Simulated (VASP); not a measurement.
A run of VASP 6.6.1 is set up as follows.

The input INCAR:

```
SYSTEM = N
ALGO = Normal ; EDIFF = 1E-7
ENCUT = 520 ; GGA = PS
ISIF = 2 ; ISMEAR = -1
LASPH = .TRUE. ; LCHARG = .FALSE.
LREAL = Auto ; LWAVE = .FALSE.
NBANDS = 78 ; NELM = 100
PREC = Accurate ; SIGMA = 0.05
```

File KPOINTS:

```
k-points
0
G
  1 1 1
  0 0 0
```

Contents of POSCAR:

```
N
1.0
    8.8620950000      0.0000000000      0.0000000000
    0.0000000000      8.8620950000      0.0000000000
    0.0000000000      0.0000000000      8.8620950000
N
24
Direct
    0.0052019302      0.3127364353      0.3210414693
    0.0842577291      0.3498269879      0.2339965888
    0.4864538238      0.1280171336      0.8618503864
    0.4953004905      0.0777468533      0.9760446034
    0.4186707545      0.8866075121      0.3159072432
    0.3194165714      0.9435015084      0.2599272520
    0.6355382108      0.5424225310      0.5759134832
    0.6313292737      0.6532428280      0.6360347074
    0.7894183035      1.1000446283      0.2061702114
    0.8771515088      1.0228281236      0.1650061300
    0.3910587733      0.7083765182      0.8341819852
    0.3966443601      0.7272885249      0.9588816188
    1.0239903770      0.7314974619      0.3008318011
    1.0384000623      0.7912463137      0.4050283821
    0.1493664873      0.2758038590      0.8650663303
    0.0740344129      0.3171146326      0.7739027848
    0.7741397491      0.0705815047      0.6231483639
    0.7224025470      0.0202435203      0.5255867828
    0.7522149108      0.4887331946      0.0256372788
    0.7577102254      0.5391388831      0.1377890894
    1.0129094757      0.7318585504      0.9339778010
    0.9962542717      0.7984455143      0.8329745957
    0.3608627531      0.4116408141      0.5209039172
    0.3989688668      0.3018022262      0.4799542320
```

Potentials or basis: VASP PAW PBE potentials, release 64 (N).

Run with:

```bash
$ cat potpaw_PBE.64/N/POTCAR > POTCAR
$ mpirun -np 1 vasp_gam > vasp.out
```

What does it give for the band gap on the k mesh?

7.19 eV, direct.

Predict the largest force.

7.046 eV/Å.

What does it give for the pressure?

2.4 GPa.

Forces on the atoms (eV/Å):
```
N   -1.903 -0.852  2.273
N    2.033  0.968 -2.187
N   -0.037  0.212 -0.430
N    0.066 -0.155  0.393
N   -1.928  1.094 -1.073
N    1.974 -1.065  1.118
N    0.165  0.920  0.469
N    0.186 -0.815 -0.511
N   -1.598  1.311  0.615
N    1.476 -1.372 -0.790
N   -0.091  0.163  1.115
N   -0.013 -0.200 -1.046
N   -0.830 -3.531 -5.979
N    0.808  3.453  6.089
N    0.117 -0.089  0.160
N   -0.148  0.094 -0.171
N    2.693  2.640  5.106
N   -2.689 -2.641 -5.023
N   -0.177 -1.419 -3.144
N    0.093  1.401  3.148
N    0.700 -2.757  4.097
N   -0.705  2.777 -4.170
N   -1.112  2.724  1.010
N    0.922 -2.861 -1.068
```

Caveat: the standard files for N, O and F lose accuracy on very short bonds; the PAW data sets were made with another functional, which shifts forces and pressure a little. A hybrid or GW would open this gap; PBEsol tends to underestimate it.
